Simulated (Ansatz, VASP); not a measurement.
# NaH in VASP and in Ansatz

```
Na H
1.0
     0.02440    2.45220    2.45220
     2.45220    0.02440    2.45220
     2.45220    2.45220    0.02440
Na H
1 1
Cartesian
  0.0000 0.0000 0.0000
  2.4644 2.4644 2.4644
```

Change from the starting cell: equal xy, yz and zx shear strains of +1 %, crystal datasets.

Alike in both runs: task electric field gradients; functional PBEsol; k mesh 9 × 9 × 9; occupations fermi-dirac, width 0.03 eV; no spin polarisation.

|  | VASP | Ansatz |
| --- | --- | --- |
| version | VASP 6.6.1 | Ansatz 0.2.0 |
| potentials or method | VASP PAW PBE potentials, release 64 (Na_pv, H), cutoff 520 eV | all-electron PAW with datasets made for the crystal, scalar-relativistic |

Ansatz gave:

* gap on the k mesh at the Fermi level (eV): 3.73
* pressure (GPa): -1.2
* largest component of the traceless stress (GPa): 0.22
* Vzz of the field gradient on the site that differs most (V/Å²): -0.5

Problem. Which values does VASP return?

Solution. gap on the k mesh at the Fermi level (eV): 3.73; pressure (GPa): -1.2; largest component of the traceless stress (GPa): 0.22; Vzz of the field gradient on the site that differs most (V/Å²): -0.6.

Ansatz ran all-electron here, so the differences hold the error of VASP's frozen core and of both bases.

Caveats: the PAW data sets were made with another functional, which shifts forces and pressure a little (VASP); an odd mesh through Γ misses points on the zone boundary, where band edges often lie.
